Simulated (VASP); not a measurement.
## A VASP 6.6.1 single-point calculation on AlN

INCAR

```
NSW = 0
LWAVE = .FALSE.
PREC = Accurate
LREAL = .FALSE.
ICHARG = 1
SIGMA = 0.02
EDIFF = 1E-7
ISMEAR = -1
NBANDS = 11
NELM = 77
LCHARG = .FALSE.
GGA = PE
ISIF = 2
IBRION = -1
LASPH = .TRUE.
ENCUT = 520
```

KPOINTS

```
KPOINTS created by Atomic Simulation Environment
0
Gamma
10 10 10
0 0 0
```

POSCAR

```
Al N
 1.0000000000000000
    -0.0038000000000000    1.9188000000000001    1.9939000000000000
     2.0270999999999999   -0.0803000000000000    2.0703999999999998
     1.9693000000000001    1.9374000000000000   -0.0224000000000000
 Al  N
   1   1
Cartesian
  3.8177372999999997  1.8247948600000001  2.1708007299999994
  2.1899386000000001  1.9262832599999999  2.2930728099999995
```

The recommended PBE PAW datasets give the neutral cell 8 valence electrons.

Command

```
mpirun -np 1 vasp_std
```

**Question.** How does this run end, and what does it give?

**Answer.** It converged. Results: gap between bands v and c on the k mesh 3.56 eV; least direct gap on the k mesh 5.20 eV; pressure 46.4 GPa; largest force 6.51 eV/Å. Band v is the last that the valence electrons fill when counted band by band, and c is the next.

OSZICAR

```
N       E                     dE             d eps       ncg     rms          rms(c)
DAV:   1     0.111661737155E+02    0.11166E+02   -0.40396E+03 11416   0.621E+02
DAV:   2    -0.151278047328E+02   -0.26294E+02   -0.25423E+02 13258   0.143E+02
DAV:   3    -0.158265117237E+02   -0.69871E+00   -0.69781E+00 13511   0.216E+01
DAV:   4    -0.158292193230E+02   -0.27076E-02   -0.27074E-02 12528   0.146E+00
DAV:   5    -0.158292415817E+02   -0.22259E-04   -0.22259E-04 13418   0.128E-01    0.886E+00
DAV:   6    -0.135438544787E+02    0.22854E+01   -0.92857E+00 12790   0.165E+01    0.306E+00
DAV:   7    -0.135000022183E+02    0.43852E-01   -0.30079E-01 13113   0.390E+00    0.207E+00
DAV:   8    -0.134886791147E+02    0.11323E-01   -0.30718E-02 12087   0.143E+00    0.274E-01
DAV:   9    -0.134881005668E+02    0.57855E-03   -0.42190E-03 13137   0.452E-01    0.151E-01
DAV:  10    -0.134881049071E+02   -0.43403E-05   -0.37332E-04 12522   0.145E-01    0.414E-02
DAV:  11    -0.134881134430E+02   -0.85359E-05   -0.43380E-05 12765   0.517E-02    0.326E-02
DAV:  12    -0.134881133254E+02    0.11764E-06   -0.28553E-06 12939   0.122E-02    0.322E-03
DAV:  13    -0.134881133144E+02    0.10995E-07   -0.63483E-08  7245   0.229E-03
   1 F= -.13488113E+02 E0= -.13488113E+02  d E =-.496516E-11
```

One setting is odd (density file missing or never updated), but here it hardly changes the result.

On sound settings PBE gives a gap of 3.56 eV on its mesh and a pressure of 46.4 GPa for the intended cell. This run's energy (σ→0) differs from it by 0 meV an atom.
